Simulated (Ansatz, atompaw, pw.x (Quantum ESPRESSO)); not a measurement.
## pw.x on bcc Ge: one setting changed

Potential: PAW, atompaw 4.2.0.5, PBE; core [Ar] 3d10, reference 4s2 4p2; waves: 4s (bound): rc 1.70 bohr; 4s channel at 2.95 Ry: rc 2.40 bohr; 4p (bound): rc 2.40 bohr; 4p channel at 3.95 Ry: rc 2.40 bohr; 4d channel at 0.35 Ry: rc 2.40 bohr; local part: bessel scheme, radius 1.70 bohr; core correction: smooth core density matched at 1.24 bohr; augmentation: gaussian compensation charge, radius 1.94 bohr; PAW radius 2.40 bohr; waves and projectors: custom rrkj gramschmidtortho.

The reference run (k-mesh 14³, cutoffs 40/400 Ry, Fermi–Dirac 0.01 Ry, mixing_beta 0.4, conv_thr 1e-9, no spin) gives -0.97 GPa at 19.360 Å³/atom, where all-electron LAPW gives -0.33 GPa. This run, with its own iteration cap, changes conv_thr to 1e-06.

```
&control
  calculation='scf', prefix='x', pseudo_dir='./', outdir='./tmp', tstress=.true., disk_io='none'
/
&system
  ibrav=0, nat=1, ntyp=1, ecutwfc=40, ecutrho=400, nbnd=9,
  occupations='smearing', smearing='fd', degauss=0.01
/
&electrons
  conv_thr=1e-06, mixing_beta=0.4, electron_maxstep=60
/
ATOMIC_SPECIES
Ge 1.0 Ge.UPF
CELL_PARAMETERS angstrom
  -1.69153811 1.69153811 1.69153811
  1.69153811 -1.69153811 1.69153811
  1.69153811 1.69153811 -1.69153811
ATOMIC_POSITIONS crystal
Ge 0.0000 0.0000 0.0000
K_POINTS automatic
14 14 14 0 0 0
```

```bash
pw.x < Ge.scf.in > Ge.scf.out
```

**Question.** How does the run end?

**Answer.** It converges in 4 iterations; the free energy moves by +0.0 meV/atom and the pressure by +0.00 GPa. The result is that of the reference run.

```
Message from routine setup:
     using ibrav=0 with symmetry is DISCOURAGED, use correct ibrav instead
     lattice parameter (alat)  =       5.5366  a.u.
     unit-cell volume          =     130.6478 (a.u.)^3
     number of electrons       =         4.00
     number of Kohn-Sham states=            9
     kinetic-energy cutoff     =      40.0000  Ry
     charge density cutoff     =     400.0000  Ry
     scf convergence threshold =      1.0E-06
     Exchange-correlation= SLA PW PBX PBC
     number of k points=   104  Fermi-Dirac smearing, width (Ry)=  0.0100
     negative rho (up, down):  5.626E-02 0.000E+00
     iteration #  1     ecut=    40.00 Ry     beta= 0.40
     negative rho (up, down):  5.849E-02 0.000E+00
     total energy              =    -164.09789698 Ry
     estimated scf accuracy    <       0.00209779 Ry
     iteration #  2     ecut=    40.00 Ry     beta= 0.40
     negative rho (up, down):  6.152E-02 0.000E+00
     total energy              =    -164.09757962 Ry
     estimated scf accuracy    <       0.00063789 Ry
     iteration #  3     ecut=    40.00 Ry     beta= 0.40
     negative rho (up, down):  6.195E-02 0.000E+00
     total energy              =    -164.09760763 Ry
     estimated scf accuracy    <       0.00000225 Ry
     iteration #  4     ecut=    40.00 Ry     beta= 0.40
     negative rho (up, down):  6.197E-02 0.000E+00
     the Fermi energy is     7.5703 ev
!    total energy              =    -164.09760782 Ry
     estimated scf accuracy    <          5.7E-09 Ry
     smearing contrib. (-TS)   =      -0.00193989 Ry
     convergence has been achieved in   4 iterations
     negative rho (up, down):  6.197E-02 0.000E+00
          total   stress  (Ry/bohr**3)                   (kbar)     P=       -9.71
     Message from routine punch:
     Nothing written, as per user request (disk_io='none')
```

The run took about 4.5 s on one core of a shared server CPU.
